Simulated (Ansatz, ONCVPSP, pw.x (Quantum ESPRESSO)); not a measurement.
## Equation-of-state test of one ONCV potential (hydrogen)

ONCVPSP 4.0.1.1 (patched build) input, shortened (lines: element, Z, core and valence counts, functional; n l f; lmax; l rc ep ncon nbas qcut; lloc lpopt rc5 dvloc0; l nproj debl; icmod fcfact rcfact), PBE, scalar-relativistic:

```
  H 1.00    0    1        4      upf
    1    0    1.00
    1
    0    1.45    0.00    4    8    7.80
    1    1.55    0.14    3    6    4.50
    4    3    1.10    4.00
    0    2    1.60
    1    1    3.90
    0    0.00    0.00
```

Crystal test: bcc H in pw.x 7.5, no spin, 18³ k-points, Fermi–Dirac smearing 0.01 Ry, cutoffs 45/180 Ry. The reference is all-electron LAPW (Ansatz 0.2.0) with the same functional, mesh and smearing; V0 and B0 come from Birch–Murnaghan fits to the pressures at five volumes. Errors are pseudo minus all-electron; Δ is the rms difference of the E(V) curves that follow from these fits, minima aligned, over ±6 % about the mean V0. Mesh and smearing are coarse, so the numbers serve the comparison and aren't converged zero-temperature values; the lattice is a test structure that the element need not adopt.

```json
{"V (Å³/atom)": "2.881", "P all-electron (GPa)": "3.34", "P pseudo (GPa)": "5.36"}
{"V (Å³/atom)": "2.957", "P all-electron (GPa)": "0.38", "P pseudo (GPa)": "2.24"}
{"V (Å³/atom)": "3.033", "P all-electron (GPa)": "-2.27", "P pseudo (GPa)": "-0.57"}
{"V (Å³/atom)": "3.109", "P all-electron (GPa)": "-4.64", "P pseudo (GPa)": "-3.08"}
{"V (Å³/atom)": "3.185", "P all-electron (GPa)": "-6.78", "P pseudo (GPa)": "-5.34"}
```

All-electron: a0 = 1.811 Å (V0 = 2.97 Å³/atom), B0 = 107.8 GPa.

Pseudopotential: mean pressure error (GPa): +1.72; a0 (Å): 1.821; a0 error (%): +0.55; B0 error (%): +0.1; Δ (meV/atom): 1.2. This is a poor potential for the solid.

Q: At the middle volume, how do free energy and pressure move when the wave cutoff is lowered (ecutrho kept at four times it)?

A:

| cutoff (Ry) | shift of F (meV/atom) | shift of P (GPa) |
| --- | --- | --- |
| 20 | +101.6 | -9.76 |
| 27 | +26.6 | -3.95 |
| 36 | +4.5 | -0.99 |

The run at the middle volume (195 k-points, 3 iterations) took about 2.2 s on one core of a shared host (Intel(R) Xeon(R) Platinum 8488C, 96 threads, 372 GiB, load 55).
